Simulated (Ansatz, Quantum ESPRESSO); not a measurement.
## Moving the pressure in Au

The cell as given:

It takes space group Im-3m (No. 229, cubic). The conventional cell has a = 3.315 Å, b = 3.315 Å, c = 3.315 Å, α = 90.00°, β = 90.00°, γ = 90.00°. Around Au (site symmetry m-3m) lie 8 Au at 2.87 Å.

This isn't the form of Au at room conditions, which is fcc.

Kept alike: task relaxation of cell and atoms; functional PBEsol; k mesh 11 × 11 × 11; occupations fermi-dirac, width 0.05 eV; no spin polarisation. Program: Quantum ESPRESSO, GBRV 1.5 PBEsol, cutoff 707 eV. The mesh is that of the run's cell of 1 atom. No spin-orbit coupling.

| run | volume (Å³/atom) |
| --- | --- |
| A | 15.586 |
| B | 16.595 |
| C | 17.053 |
| D | 16.211 |
| E | 16.858 |

The relaxations keep at least the cell's symmetry (Im-3m). For a metal such a mesh leaves the last digits unconverged. Runs of this series that gave no sound value for these columns are left out. The runs follow the start's structure, whether or not it is the stable one at these pressures.

**Question.** The runs differ in the pressure alone: 0; 2; 5; 10; 20 GPa. Which run is which?

**Answer.** Run A is 20 GPa; run B is 5 GPa; run C is 0 GPa; run D is 10 GPa; run E is 2 GPa. The volume falls from 17.053 to 15.586 Å³/atom between 0 and 20 GPa. The volume falls ever more slowly, since the solid stiffens under load. At the pressures aimed at, which the runs meet within some tenths of a GPa, the step from 0 to 5 GPa gives a mean bulk modulus near 184 GPa, the last step 254 GPa. A twin series (Ansatz, all-electron LAPW, scalar-relativistic) moves it by -1.4742 between 0 and 20, against -1.4670 Å³/atom here.
